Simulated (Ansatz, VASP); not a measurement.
## Gd: VASP beside Ansatz

INCAR

```
SYSTEM = Gd
ALGO     = Normal         ! electronic algorithm
EDIFF    = 1E-6           ! SCF threshold, eV
ENCUT    = 520            ! plane-wave cutoff, eV
GGA      = PS             ! functional
ISIF     = 2              ! what is computed and relaxed
ISMEAR   = -1             ! smearing method
ISPIN    = 2              ! spin polarisation
LASPH    = .True.         ! aspherical terms in the spheres
LCHARG   = .False.        ! write CHGCAR
LMAXMIX  = 6              ! l up to which the mixer works
LORBIT   = 11             ! projections on sites
LREAL    = .False.        ! projectors in reciprocal space
LWAVE    = .False.        ! write WAVECAR
MAGMOM   = 9.1            ! initial moments
NBANDS   = 19             ! bands
NELM     = 150            ! most SCF steps
PREC     = Accurate       ! precision mode
SIGMA    = 0.05           ! smearing width, eV
```

KPOINTS

```
k-points
0
Gamma
  10 10 10
  0 0 0
```

POSCAR

```
Gd
1.0
    0.0000000000      2.5149386660      2.5149386660
    2.5149386660      0.0000000000      2.5149386660
    2.5149386660      2.5149386660      0.0000000000
Gd
1
Direct
    0.0000000000      0.0000000000      0.0000000000
```

Input for Ansatz:

```yaml
crystal:
  lattice:
    - [0.0, 2.514938666024416, 2.514938666024416]
    - [2.514938666024416, 0.0, 2.514938666024416]
    - [2.514938666024416, 2.514938666024416, 0.0]
  atoms:
    - { symbol: Gd, position: [0.0, 0.0, 0.0], spin: 9.1 }
kpoints:
  mp_grid:
    grid: [10, 10, 10]
hamiltonian:
  xc: pbesol
  pseudopotentials:
    kind: all_electron
    lapw:
      basis_error: 0.0005
magnetization:
  spin_polarized: true
scf:
  occupations:
    method: fermi_dirac
    width: 0.05
```

This isn't the form of Gd at room conditions, which is hcp.

Alike in both runs: task single point; functional PBEsol; k mesh 10 × 10 × 10; occupations fermi-dirac, width 0.05 eV; collinear spin.

|  | VASP | Ansatz |
| --- | --- | --- |
| version | VASP 6.6.1 | Ansatz 0.2.0 |
| potentials or method | VASP PAW PBE potentials, release 64 (Gd) | all-electron (LAPW or listed datasets) |
| plane-wave cutoff (eV) | 520 | see its input |

|  | VASP | Ansatz | Ansatz less VASP |
| --- | --- | --- | --- |
| net moment per atom (μB) | 7.35 | 7.35 | -0.003 |
| size of the moment on the site where the two differ most (μB) | 6.90 | 7.25 | +0.353 |

Site moments also hang on the region over which each program counts them. Ansatz ran all-electron here, so the differences hold the error of VASP's frozen core and of both bases. Ansatz warned: «given_moment_on_shells».

 The state reached can hang on the start; a lower one may exist.
